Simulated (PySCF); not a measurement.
Assigning NMR signals

Atom-mapped SMILES (the numbers label the heavy atoms): `[CH3:1][CH2:2][CH:3]=[O:4]` (H(Xn): hydrogen on atom n).

[PySCF 2.14: NMR shieldings at B97-2/pcSseg-2/GIAO; geometry from PBE0-D3(BJ)/def2-TZVP; in vacuum; non-relativistic; one conformer; averaged over atoms made equivalent by symmetry, fast rotation or ring inversion]

Referencing at the same level of theory: $^{13}$C, $^{1}$H vs TMS.

Task: Assign these signals to the numbered atoms. $^{13}$C{$^{1}$H} NMR (computed): δ 207.9, 43.5, 8.0.

Result: 
```tsv
δ (ppm)	atoms	environment	reason
207.9	C3	aldehyde carbonyl carbon	the double bond to the heteroatom, with no lone-pair donor beside it, deshields it most
43.5	C2	sp3 CH2 α to a carbonyl	α to the electron-withdrawing carbonyl group
8.0	C1	methyl carbon	aliphatic region, no heteroatom directly attached
```

Task: Assign these signals to the numbered atoms. $^{1}$H NMR (300 MHz, computed): δ 10.28 (t, 1H), 2.51 (m, 2H), 1.01 (t, 3H).

Result: 
10.28 → H(C3), hydrogen on an aldehyde carbonyl carbon: deshielded by the polar, anisotropic C=O bond
2.51 → H(C2), hydrogen on an sp3 CH2 α to a carbonyl: α to C=O
1.01 → H(C1), hydrogen on a methyl carbon

Shifts are as computed. Against solution values, carbons near 30 ppm lie about +3 ppm off and those near 130 ppm about +7 ppm. Of 1211 compounds with measured shifts, 218 miss one by over three times the rms of a fit or turn the order of signals round; such compounds aren't used in these exercises. No couplings were computed; multiplicities are counted from neighbouring protons, with m where these are inequivalent, close in shift, in a saturated or five-membered ring or joined by F or P, and br s for small geminal =CH2 splittings.
